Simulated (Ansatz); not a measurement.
Runs of Ansatz 0.2.0 on GaAs. It takes space group F-43m (No. 216, cubic). The conventional cell has a = 5.654 Å, b = 5.654 Å, c = 5.654 Å, α = 90.00°, β = 90.00°, γ = 90.00°. Around As (site symmetry -43m) lie 4 Ga at 2.45 Å. Ga (site symmetry -43m) has 4 As at 2.45 Å as nearest neighbours. 

```csv
task,level,k mesh,smearing,points for each segment of the path,mesh quality,gap on the mesh (eV),pressure (GPa)
single point,PBE,8 × 8 × 8,gaussian 0.029 eV,-,not flagged,0.52,3.3
single point,PBE,8 × 8 × 8,gaussian 0.03 eV,-,not flagged,0.52,3.3
band structure,PBE,8 × 8 × 8,fermi-dirac 0.05 eV,14,not flagged,0.52,3.3
band structure,PBEsol,8 × 8 × 8,fermi-dirac 0.05 eV,14,not flagged,(a),0.2
band structure,B3LYP,4 × 4 × 4,fermi-dirac 0.05 eV,4,coarse,1.62,4.4
```

Alike in all rows: potentials or basis Ansatz PAW; no spin polarisation; cell as given; cutoff (eV) 420.

Q: Estimate the missing entries.

A: (a) 0.44.

Caveats: some runs use coarse meshes; the PAW data sets come from PBE, with cores solved anew for the run's functional, which leaves a small shift of forces and pressure (some runs); the thresholds are loose for stress (some runs).

A k mesh can miss the band edges, and the runs leave out spin-orbit coupling on As, Ga.
